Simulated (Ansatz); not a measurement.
# CdF2 monolayer (1T): phonons and vibrational spectra

How does CdF2 monolayer (1T) vibrate, and is this structure a minimum?

Main program and level: Ansatz 0.2.0; DFT PBE, scalar-relativistic, plane waves, PAW.

Most raw output is cut from this account.

## (1) Set-up

The cell holds 3 atoms: 1 Cd and 2 F. Its edges and angles: a = 3.350 Å, b = 3.350 Å, c = 20.000 Å, α = 90.0°, β = 90.0°, γ = 120.0°. Vacuum lies along c.

## (2) Rough relaxation

The start is far from rest, so a relaxation with loose tolerances brings it close first.

The program solves this slab on a cell height of its own, 27.6 Å, in place of the one typed.

input.yaml reads:

```yaml
crystal:
  lattice:
    - [3.35, 0.0, 0.0]
    - [-1.675, 2.90119, 0.0]
    - [0.0, 0.0, 20.0]
  atoms:
    - { symbol: Cd, position: [0.0, 0.0, 0.5] }
    - { symbol: F, position: [0.333333, 0.666667, 0.5475] }
    - { symbol: F, position: [0.666667, 0.333333, 0.4525] }
  periodic: [true, true, false]
kpoints:
  mp_grid: { grid: [9, 9, 1] }
hamiltonian:
  xc: pbe
scf:
  occupations: { method: gaussian, width: 0.1 }
output:
  forces: true
  stress: true
  eigenvalues: true
relax:
  adjacent_minimum: "off"
  f_tol: 0.05
  max_steps: 80
  cell: { stress_2d_tol: 0.02 }
```

Launch:

```bash
> ansatz run input.yaml --threads 4 --pin off --max-ram 14336MiB --backend cpu --events-out ev --progress --plain --runs-dir out
```

Elapsed: 17 s, on 4 threads of Arm Neoverse V1, shared host; peak memory 0.57 GiB.

Step by step:

```csv
step,energy less that of the first step (eV),largest force component (eV/Å),volume (Å³)
1,0.0000,1.3874,268.24
2,-0.3212,0.2580,284.79
3,-0.3437,0.0433,292.90
4,-0.3435,0.0015,296.14
5,-0.3438,0.0006,295.70
6*,-0.3753,0.0029,295.70
7,-0.3765,0.0023,300.23
8,-0.3760,0.0003,301.47
9*,-0.3796,0.0001,301.47
10,-0.3794,0.0003,301.76
11*,-0.3796,0.0004,301.76
```

Relaxation steps marked * repeat the geometry before them on a plane-wave basis chosen anew for their cell, so energy and pressure can jump there.

The run keeps the 12 symmetry operations that it works with, so distortions that break them were not tested.

```csv
cell as run,before,after,change
a (Å),3.350,3.553,+6.1 %
b (Å),3.350,3.553,+6.1 %
```

The atoms that moved most (Å, along periodic axes as changes of fractional coordinates times the final cell, across vacuum about the mean position):

```csv
atom,dx,dy,dz,length
F2,0.000,0.000,0.044,0.044
F3,0.000,0.000,-0.044,0.044
```

Final coordinates:

```xyz
3
Lattice="3.5531 0.0000 0.0000 -1.7766 3.0771 0.0000 0.0000 0.0000 27.6000" Properties=species:S:1:pos:R:3
Cd    0.0000    0.0000   10.0000
F     0.0000    2.0514   10.9943
F     1.7766    1.0257    9.0057
```

This step gave:

```yaml
gap_on_the_k_mesh: 3.871 eV
direct_gap_on_mesh: 3.871 eV
area_per_atom: 3.644 Å²
```

The relaxation ends with a largest force component of 3.6e-4 eV/Å.

## (3) Bringing the structure to rest

The cell and atoms are relaxed, since residual forces and stress would shift the frequencies.

input.yaml reads:

```yaml
crystal:
  lattice:
    - [3.5531346763, 0.0, 0.0]
    - [-1.7765673382, 3.0771048928, 0.0]
    - [0.0, 0.0, 27.6]
  atoms:
    - { symbol: Cd, position: [0.0, 0.0, 0.3623188406] }
    - { symbol: F, position: [0.3333333333, 0.6666666667, 0.3983426337] }
    - { symbol: F, position: [0.6666666667, 0.3333333333, 0.3262950474] }
  periodic: [true, true, false]
kpoints:
  mp_grid: { grid: [9, 9, 1] }
hamiltonian:
  xc: pbe
scf:
  occupations: { method: gaussian, width: 0.02 }
output:
  forces: true
  stress: true
  eigenvalues: true
  write_density: true
  write_potential: true
  elf: true
  volumetric_format: npy
relax:
  adjacent_minimum: "off"
  f_tol: 0.005
  max_steps: 80
  cell: { stress_2d_tol: 0.02 }
```

Run time: 3.6 s. Hardware: 4 threads; peak memory 0.57 GiB; 13 s of CPU time.

Little changed from the start: no atom moved by 0.005 Å and no cell edge by 0.1 %.

Valence density in the ac plane at fractional y = 0.000, with atoms of Cd within 0.2 Å of it. It is the smooth field of the valence electrons, not physical close to the nuclei.

Ten steps, logarithmic in the rise over the least value, from '0' (0 e/Å³) to '9' (15 e/Å³), each cell a mean:
```
00000000000000
00000000000000
00000000000000
00000000000000
00000000000000
00000000000000
00000000000000
00000000000000
00000000000000
00000000000000
00000000000000
00000000000000
00000000000000
00000000000000
76531111112357
99752111113589
11000011100011
00000000000000
00000000000000
00000000000000
00000000000000
00000000000000
00000000000000
00000000000000
```
Columns run along a (3.6 Å), rows up along c (27.6 Å). Atoms in or near the plane, at fractional coordinates: Cd at (0.00, 0.36).

ELF in the ac plane at fractional y = 0.000, with atoms of Cd within 0.2 Å of it. It is the smooth field of the valence electrons, not physical close to the nuclei.

Ten even steps from '0' (0.00) to '9' (0.69), each cell a mean:
```
00000000000000
00000000000000
00000000000000
00000000000000
00000000000000
00000000000000
00000000000000
00000000000000
00000000000000
00000000000000
00000000000000
00000000000000
00000000000000
00000122210000
55321234321245
98641112112479
11001244420001
00000000000000
00000000000000
00000000000000
00000000000000
00000000000000
00000000000000
00000000000000
```
Columns run along a (3.6 Å), rows up along c (27.6 Å). Atoms in or near the plane, at fractional coordinates: Cd at (0.00, 0.36).

Electrostatic potential energy in the ac plane at fractional y = 0.000, with atoms of Cd within 0.2 Å of it. With pseudopotentials it is smooth inside the atoms' cores, unlike the true potential.

Ten even steps from '_' (-17 eV) to '@' (0 eV), each cell a mean:
```
@@@@@@@@@@@@@@@@@@@@@@@@@@@@
@@@@@@@@@@@@@@@@@@@@@@@@@@@@
@@@@@@@@@@@@@@@@@@@@@@@@@@@@
@@@@@@@@@@@@@@@@@@@@@@@@@@@@
@@@@@@@@@@@@@@@@@@@@@@@@@@@@
@@@@@@@@@@@@@@@@@@@@@@@@@@@@
@@@@@@@@@@@@@@@@@@@@@@@@@@@@
@@@@@@@@@@@@@@@@@@@@@@@@@@@@
@@@@@@@@@@@@@@@@@@@@@@@@@@@@
@@@@@@@@@@@@@@@@@@@@@@@@@@@@
@@@@@@@@@@@@@@@@@@@@@@@@@@@@
@@@@@@@@@@@@@@@@@@@@@@@@@@@@
@@@@@@@@@@@@@@@@@@@@@@@@@@@@
%%%%@@@@@@@@@@@@@@@@@@@@@@%%
....::--**##%%%%%%##++--::..
________--**%%%%##**::______
****##%%%%@@@@@@@@@@%%####**
@@@@@@@@@@@@@@@@@@@@@@@@@@@@
@@@@@@@@@@@@@@@@@@@@@@@@@@@@
@@@@@@@@@@@@@@@@@@@@@@@@@@@@
@@@@@@@@@@@@@@@@@@@@@@@@@@@@
@@@@@@@@@@@@@@@@@@@@@@@@@@@@
@@@@@@@@@@@@@@@@@@@@@@@@@@@@
@@@@@@@@@@@@@@@@@@@@@@@@@@@@
```
Columns run along a (3.6 Å; values clipped at the 3rd and 97th percentile), rows up along c (27.6 Å). Atoms in or near the plane, at fractional coordinates: Cd at (0.00, 0.36).

## (4) Relaxing to small forces for the phonons

Phonons need a cell at rest on their own settings, so the relaxation is repeated with tight tolerances on forces and stress on the k mesh and occupations of the first response run.

input.yaml, the sections that differ from step 3:

```yaml
kpoints:
  mp_grid: { grid: [12, 12, 1] }
scf:
  occupations: { method: fixed }
output:
  forces: true
  stress: true
  eigenvalues: true
relax:
  adjacent_minimum: "off"
  f_tol: 0.001
  max_steps: 60
  cell: { stress_2d_tol: 0.002 }
# crystal, hamiltonian: as in step 3
```

Elapsed: 6.8 s, on 4 threads; peak memory 0.6 GiB; 26 s of CPU time.

Little changed from the start: no atom moved by 0.005 Å and no cell edge by 0.1 %.

This step gave:

```
area per atom : 3.645 Å²
```

The largest force component left is 0.014 meV/Å, within the tolerances set.

## (5) Zone-centre response

The zone centre comes first: it holds the modes that light can see, as far as symmetry allows. The response to a homogeneous field gives the Born charges and the dielectric tensor, and its change with displacement the Raman tensors.

input.yaml reads:

```yaml
crystal:
  lattice:
    - [3.5531597788, 0.0, 0.0]
    - [-1.7765798894, 3.0771266321, 0.0]
    - [0.0, 0.0, 27.6]
  atoms:
    - { symbol: Cd, position: [0.0, 0.0, 0.3623188406] }
    - { symbol: F, position: [0.3333333333, 0.6666666667, 0.3983442834] }
    - { symbol: F, position: [0.6666666667, 0.3333333333, 0.3262933978] }
  periodic: [true, true, false]
kpoints:
  mp_grid: { grid: [12, 12, 1] }
hamiltonian:
  xc: pbe
scf:
  occupations: { method: fixed }
output:
  eigenvalues: true
phonons:
  method: dfpt
  dielectric: true
  raman: true
```

Elapsed: 4.3 min, on 4 threads; peak memory 2 GiB; 16 min of CPU time.

This step gave:

```
sum-rule residual before enforcement                    : 1.10e-4 eV/Å²
miss of the charge sum rule                             : 2.07e-5 e
point group                                             : -3m
highest optical mode at the zone centre (no LO-TO term) : 303.9 cm⁻¹
lowest optical zone-centre mode                         : 228.4 cm⁻¹
largest Born charge (third of the trace)                : 1.961 e
```

Without the LO-TO term. Patterns of degenerate modes are one choice out of their space. Modes at Γ, with each element's share of the kinetic energy:

```csv
mode,frequency (cm⁻¹),symmetry,Cd %,F %
1,0.0,acoustic,75,25
2,0.0,acoustic,75,25
3,0.0,acoustic,75,25
4,228.4,Eg,0,100
5,228.4,Eg,0,100
6,252.5,Eu,25,75
7,252.5,Eu,25,75
8,287.4,A1g,0,100
9,303.9,A2u,25,75
```

Displacements in mode 5 (228.4 cm⁻¹), the largest set to 1:
```
Cd1  0.00  0.00  0.00
F2   1.00  0.00  0.00
F3  -1.00  0.00  0.00
```

Displacements in mode 9 (303.9 cm⁻¹), the largest set to 1:
```
Cd1  0.00  0.00 -0.34
F2   0.00  0.00  1.00
F3   0.00  0.00  1.00
```

High-frequency dielectric tensor, averaged over the cell of height 27.6 Å or as lengthened by the program, vacuum included. Tensor:

```csv
,x,y,z
x,1.269,0,0
y,0,1.269,0
z,0,0,1.085
```

Born charge (rows field, columns displacement) (e), principal values of the symmetric part by kind of site:

```csv
atom,atoms with these values,low,middle,high,mean
Cd1,1,0.75,2.57,2.57,1.96
F2,2,-1.28,-1.28,-0.37,-0.98
```

In full for F2:

```
-1.28  0.00  0.00
 0.00 -1.28  0.00
 0.00  0.00 -0.37
```

Transverse modes. Lines of the infrared spectrum (strongest = 100):

```csv
position (cm⁻¹),label,relative intensity
228,Eg,0.0
252,Eu,100
287,A1g,0.0
304,A2u,4.2
```

Activity x (w_L - w)^4 (n + 1)/w, 532 nm, 300 K. Raman lines, with heights relative to the strongest:

```csv
position (cm⁻¹),label,relative intensity
228,Eg,75
252,Eu,0.0
287,A1g,100
304,A2u,0.0
```

Before it was imposed, the acoustic sum rule was missed by 1.1e-4 eV/Å² and the charge sum rule by 2.1e-5 e. Small misses are needed for a sound result but don't prove that mesh and cutoff are converged. The lowest optical mode is real, 228 cm⁻¹.

## (6) Response at finite wavevector

Stability and thermal properties need the whole zone. Linear response on a 6×6×1 q mesh gives force constants as far as a supercell of that size would, and the tensors from the zone-centre run are typed in so that the long-range dipole term is interpolated apart.

input.yaml, the sections that differ from step 5:

```yaml
phonons:
  method: dfpt
  qmesh: [6, 6, 1]
  temperatures: { t_max: 1000, t_step: 50 }
  qpath:
    path:
      - [0.0, 0.0, 0.0]
      - [0.5, 0.0, 0.0]
      - [0.33333333, 0.33333333, 0.0]
      - [0.0, 0.0, 0.0]
    npoints: 10
  isolated: true
  non_analytic_term:
    high_frequency_dielectric_tensor: [[1.2694, 0.0, 0.0], [0.0, 1.2694, 0.0], [0.0, 0.0, 1.0849]]
    born_effective_charges:
      - { species: Cd, tensor: [[2.5684, 0.0, 0.0], [0.0, 2.5684, 0.0], [0.0, 0.0, 0.7462]] }
      - { species: F, tensor: [[-1.2842, 0.0, 0.0], [0.0, -1.2842, 0.0], [0.0, 0.0, -0.3731]] }
      - { species: F, tensor: [[-1.2842, 0.0, 0.0], [0.0, -1.2842, 0.0], [0.0, 0.0, -0.3731]] }
    source: "zone-centre run at this cell"
# crystal, kpoints, hamiltonian, scf, output: as in step 5
```

Elapsed: 10 min, on 4 threads; peak memory 2.1 GiB.

This step gave:

* sum-rule residual before enforcement: 1.19e-5 eV/Å²
* lowest frequency on the path: 0 cm⁻¹
* highest frequency on the path or at a solved wavevector: 361.3 cm⁻¹
* mean frequency: 207.3 cm⁻¹
* lowest mode on the q mesh (acoustic modes at Γ apart): 13.4 cm⁻¹
* zero-point energy per atom: 38.58 meV
* heat capacity at 300 K: 22.60 J/(mol atoms K)
* vibrational entropy at 300 K: 31.67 J/(mol atoms K)
* edges of the widest gap between branches, on path and mesh: 150.5, 185 cm⁻¹

Frequencies (cm⁻¹) solved at each irreducible wavevector; negative means imaginary. Frequencies by wavevector, by row:

```csv
q in reciprocal lattice units,star,mode 1,mode 2,mode 3,mode 4,mode 5,mode 6,mode 7,mode 8,mode 9
0 0 0,1,0,0,0,228.4,228.4,252.5,252.5,287.4,303.9
0 0.1667 0,6,13.4,42.7,75.2,211.9,234.1,271.2,274.3,284.6,355
0 0.3333 0,6,37.2,76.8,130.7,193.3,228.3,255.5,292.2,295.7,359.7
0 -0.5 0,3,48.6,91,150.5,185,218.6,252.6,300.4,305.1,355.2
0.1667 0.1667 0,6,30.7,79.3,113.4,221.9,229.3,232.8,284.6,303.5,359.1
0.1667 0.3333 0,12,46.4,109,141.1,206,214.5,242.4,297.4,308.9,354.6
0.3333 0.3333 0,2,49.5,137.8,137.8,209.2,209.2,241.2,305.4,305.4,352.2
```

Interpolated from a 6×6×1 q mesh, with the LO-TO term (at Γ the limit along the path; where Γ stands inside the path, tables give the limit on arrival). The phonon branches at the labelled points (cm⁻¹):

```csv
point,branch 1,branch 2,branch 3,branch 4,branch 5,branch 6,branch 7,branch 8,branch 9
Γ,0,0,0,228,228,252,252,287,304
halfway,25,61,107,202,234,262,283,288,361
M,49,91,150,185,218,253,300,305,355
halfway,48,113,145,206,210,244,303,306,354
K,49,138,138,209,209,241,306,306,352
halfway,31,79,113,222,229,233,285,304,359
Γ,0,0,0,228,228,252,252,287,304
```

Tetrahedra on a 24×24×1 mesh, mean over bins of 5 cm-1. Interpolated from a 6×6×1 q mesh. Phonon density of states against wavenumber; read off at these points:

```csv
wavenumber (cm⁻¹),phonon density of states (1/cm⁻¹/cell)
2,0.00597
12,0.0109
28,0.0168
38,0.0257
48,0.0810
52,0.00773
62,0.00962
78,0.0138
88,0.0204
102,0.0175
112,0.0164
128,0.0187
138,0.0294
152,8.2e-4
162,0
178,0
188,0.0155
202,0.0253
212,0.0532
218,0.0712
228,0.0409
232,0.0650
238,0.0285
252,0.0456
262,0.0180
278,0.00898
288,0.0564
302,0.0847
312,0.0152
328,0.00104
338,0.00191
352,0.0585
358,0.105
362,0.0216
```

The partial phonon density of states has structure finer than the step of the table below, so its rows give means over 10 cm⁻¹, whole bins alone (the curve runs from -10 to 390 cm⁻¹). Peaks (cm⁻¹: height): Cd 47.8: 0.0570, 140.8: 0.0239, 251.4: 0.00868, 301.7: 0.009; F 143.3: 0.0117, 218.7: 0.0577, 304.2: 0.0735, 354.4: 0.0816.

Phonopy on the run's constants, 19x19x1 mesh, Gaussian sigma 2.9 cm-1. Interpolated from a 6×6×1 q mesh. Table of partial phonon density of states by wavenumber; means over each step; values in 1/cm⁻¹/cell:

```csv
wavenumber (cm⁻¹),Cd,F
0,0.00299,0.00101
10,0.00696,0.00228
20,0.0105,0.00315
30,0.0148,0.00375
40,0.0299,0.00524
50,0.0357,0.00469
60,0.00791,0.00221
70,0.00851,0.00227
80,0.0121,0.00299
90,0.0172,0.00350
100,0.0162,0.00343
110,0.0146,0.00333
120,0.0140,0.00377
130,0.0147,0.00527
140,0.0212,0.00986
150,0.0102,0.00528
160,1.8e-4,9.5e-5
170,0,7.5e-7
180,2.5e-5,0.00184
190,5.0e-4,0.0152
200,0.00150,0.0286
210,0.00296,0.0452
220,0.00493,0.0512
230,0.00591,0.0456
240,0.00512,0.0300
250,0.00760,0.0285
260,0.00350,0.0168
270,0.00139,0.00698
280,0.00284,0.0262
290,0.00579,0.0467
300,0.00816,0.0650
310,0.00466,0.0405
320,3.3e-4,0.00191
330,6.8e-5,2.8e-4
340,5.8e-4,0.00250
350,0.00139,0.0335
360,0.00336,0.0430
370,0.00155,0.00855
380,1.6e-5,8.9e-5
```

Harmonic thermodynamic functions per atom, from the density of states. Interpolated from a 6×6×1 q mesh. Thermodynamic functions, by row:

```csv
T (K),F_vib (meV/atom),S (J/mol-atom/K),C_V (J/mol-atom/K)
0,38.58,0,0
100,33.26,11.29,12.87
200,15.27,22.95,20.21
300,-13.26,31.67,22.6
400,-49.67,38.32,23.57
500,-92.24,43.64,24.04
600,-139.8,48.05,24.3
700,-191.6,51.81,24.47
800,-247,55.08,24.57
900,-305.6,57.98,24.65
1000,-367.1,60.58,24.7
```

Symmetry leaves 7 wavevectors to solve. The lowest mode among them, the acoustic zeros apart, lies at q = (0, 0.167, 0) and is real, 13.4 cm⁻¹.

## (7) Another isotope

An isotope changes the mass and not the force constants, so no new electronic calculation is needed; the shifts show which modes move this element.

The same force constants with the mass of Cd changed from 112.414 to 115.905 u (phonopy, no LO-TO term). Both lists are sorted by frequency; levels can cross, so a row need not hold one and the same mode. Modes under 3 cm⁻¹ are left out. Isotope shifts, by row:

```csv
q,rank,natural mass (cm⁻¹),changed mass (cm⁻¹)
0 0 0,4,228.4,228.4
0 0 0,5,228.4,228.4
0 0 0,6,252.5,251.5
0 0 0,7,252.5,251.5
0 0 0,8,287.4,287.4
0 0 0,9,303.9,302.7
0 0.1667 0,1,13.4,13.24
0 0.1667 0,2,42.71,42.21
0 0.1667 0,3,75.19,74.34
0 0.1667 0,4,211.9,211.7
0 0.1667 0,5,234.1,233.7
0 0.1667 0,6,271.2,270.5
0 0.1667 0,7,274.3,273.7
0 0.1667 0,8,284.6,284.3
0 0.1667 0,9,355,354
0 0.3333 0,1,37.23,36.76
0 0.3333 0,2,76.78,75.82
0 0.3333 0,3,130.7,129.2
0 0.3333 0,4,193.3,193.1
0 0.3333 0,5,228.3,227.7
0 0.3333 0,6,255.5,255
0 0.3333 0,7,292.2,291.7
0 0.3333 0,8,295.7,295.4
0 0.3333 0,9,359.7,359.2
0 -0.5 0,1,48.56,47.89
0 -0.5 0,2,90.96,89.75
0 -0.5 0,3,150.5,148.9
0 -0.5 0,4,185,185
0 -0.5 0,5,218.6,218.6
0 -0.5 0,6,252.6,251.4
0 -0.5 0,7,300.4,299.8
0 -0.5 0,8,305.1,304.6
0 -0.5 0,9,355.2,355.2
```

A mode of this element alone would shift by -1.52 %. The highest zone-centre frequency without the field goes from 303.9 to 302.7 cm⁻¹ (-0.4 %). The product of the frequency ratios over all optical modes at Γ is 0.989; the product rule, (m/m′)^(3k/2) (M′/M)^(3/2) with k = 1 such atoms and M the mass of the cell, gives 0.989.

## (8) Outcome

```yaml
space_group_after_relaxation_within_0p01_a: P-3m1
area_per_atom: 3.65 Å²
gap_on_the_k_mesh: 3.87 eV
highest_optical_mode_at_the_zone_centre_no_lo_to_term: 304 cm⁻¹
lowest_optical_zone_centre_mode: 228 cm⁻¹
largest_born_charge_third_of_the_trace: 1.96 e
lowest_mode_on_the_q_mesh_acoustic_modes_at_gamma_apart: 13.4 cm⁻¹
highest_frequency_on_the_path_or_at_a_solved_wavevector: 361 cm⁻¹
zero_point_energy_per_atom: 38.6 meV
heat_capacity_at_300_k: 22.6 J/(mol atoms K)
vibrational_entropy_at_300_k: 31.7 J/(mol atoms K)
imaginary_modes_on_the_6x6x1_q_mesh: none
```

In words: The structure is a minimum as far as tested: no mode is imaginary at the 7 irreducible wavevectors of the 6×6×1 mesh, and the softest away from the acoustic zeros lies at 13 cm⁻¹. Without the field, the optical modes at Γ span 228 to 304 cm⁻¹. The highest mode in this list at Γ, 303.9 cm⁻¹, is mostly motion of F (75 % of the kinetic energy). The strongest infrared line is at 252 cm⁻¹. Averaged over orientations, the strongest Raman line at 532 nm and 300 K is at 287 cm⁻¹. On the path and the mesh, the widest gap between branches runs from 150 to 185 cm⁻¹. In a sheet or slab the interpolated bending branch near Γ is rough, since the rotational sum rule isn't imposed. Dielectric tensors refer to the cell with its vacuum. The starting cell was built on a prototype and not taken from a measurement. These are harmonic frequencies at zero temperature: anharmonic shifts, linewidths and thermal expansion are left out.

[Logs are printed without paths, hosts, clocks, repeated set-up lines and the standing remarks that a program may print on its own settings, such as how far it seeks lower states.]

[Hosts, paths, dates, database ids (printed as entryN), source tags and the programs' standing remarks are cut or masked in the printed files.]
